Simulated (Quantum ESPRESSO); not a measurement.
RbBr:

```
Rb Br
1.0
     0.00000    3.42700    3.42700
     3.42700    0.00000    3.42700
     3.42700    3.42700    0.00000
Rb Br
1 1
Direct
  0.00000 0.00000 0.00000
  0.50000 0.50000 0.50000
```

| Item | Value |
| --- | --- |
| Program | Quantum ESPRESSO 7.5 |
| Task | phonons and Raman activities |
| Functional | LDA |
| Potentials or basis | PseudoDojo 0.4.1 SR LDA standard |
| Cutoff | 599 eV |
| Density cutoff | 2395 eV |
| k mesh | 4 × 4 × 4, shifted |
| Occupations | fermi-dirac, width 0.05 eV |
| Spin | no spin polarisation |
| Form of the LDA correlation | PW92 |
| Mixing beta | 0.5 |
| Most SCF iterations | 120 |
| SCF threshold | 4e-10 Ry |

The cell and the atoms were relaxed first, to 37.03 Å³/atom (a = 4.714 Å, b = 4.714 Å, c = 4.714 Å, α = 60.00°, β = 60.00°, γ = 60.00°), and the response was taken there.

The first run showed a gap, so the response started from a second, tighter run with fixed occupations.

Q: Which optical modes does the crystal have at the zone centre, and which show in infrared and Raman spectra?

A: The optical modes are T1u. Infrared active: T1u. None is Raman active.

Optical modes at Γ, degenerate ones joined, polar ones without the macroscopic field:
| cm⁻¹ | components | symmetry | active in | IR intensity, summed ((D/Å)²/amu) |
| --- | --- | --- | --- | --- |
| 100 | 3 | T1u | IR | 2.18 |

Non-resonant Raman activities from finite differences of the dielectric tensor, degenerate modes summed:
```
cm⁻¹  modes  symmetry  activity (Å⁴/amu)
 100      3       T1u                0.0
```

Zone-centre frequencies without and with the macroscopic field along z (cm⁻¹):
|  | optical modes in rising order |
| --- | --- |
| without | 100 100 100 |
| with the field | 100 100 133 |

Born effective charge tensors (e):
atom 1, Rb
```
1.14 0.00 0.00
0.00 1.14 0.00
0.00 0.00 1.14
```
atom 2, Br
```
-1.14  0.00  0.00
 0.00 -1.14  0.00
 0.00  0.00 -1.14
```

Electronic dielectric tensor:
```
2.73 0.00 0.00
0.00 2.73 0.00
0.00 0.00 2.73
```
